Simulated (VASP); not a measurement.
## Mn3Sn under changes of volume

One of the cells (14.620 Å³/atom); the others are scaled copies at fixed shape and fractional positions:

```
Sn Mn
1.0
     0.00000    3.08076    3.08076
     3.08076    0.00000    3.08076
     3.08076    3.08076    0.00000
Sn Mn
1 3
Cartesian
  0.0000 0.0000 0.0000
  3.0808 3.0808 3.0808
  1.5404 1.5404 1.5404
  4.6211 4.6211 4.6211
```

Measurements of this composition are mostly on another form, of space group No. 194.

```yaml
Program: VASP 6.6.1
Functional: PBE
Potentials_or_basis: VASP PAW PBE potentials, release 64 (Sn_d, Mn_pv)
Cutoff: 520 eV
k_mesh: 8 × 8 × 8
Occupations: fermi-dirac, width 0.05 eV
Spin: collinear spin, ferromagnetic start
Starting_moments: "[0.0, 4.0, 4.0, 4.0] μB"
```

| volume (Å³/atom) | energy over the lowest point (meV/atom) | pressure (GPa) | moment (μB per cell) |
| --- | --- | --- | --- |
| 13.473 | 30.11 | 9.8 | 6.67 |
| 13.760 | 13.77 | 6.9 | 6.91 |
| 14.047 | 3.73 | 3.7 | 7.03 |
| 14.620 | 0.00 | -1.8 | 7.20 |
| 14.907 | 5.14 | -4.1 | 7.28 |
| 15.193 | ? | ? | ? |

Task: What does the run at 15.193 Å³/atom give?

Result: Energy over the lowest point 14.28 meV/atom; pressure -6.1 GPa; moment 7.34 μB per cell.

Worked out: A Birch-Murnaghan fit of order 3 (a polynomial in V^(-2/3)) to the other rows has its minimum at 14.44 Å³/atom with B0 = V·E''(V) = 136 GPa and B' = 4.7. It gives 14.27 meV/atom at 15.193 Å³/atom, against the run's 14.28, and -dE/dV = -6.2 GPa, against -6.1. A parabola through the other rows of the moment, of slope -0.065 μB per Å³/atom there, extrapolates to 7.26 μB, against the run's 7.34.

Energies are extrapolated to zero smearing.
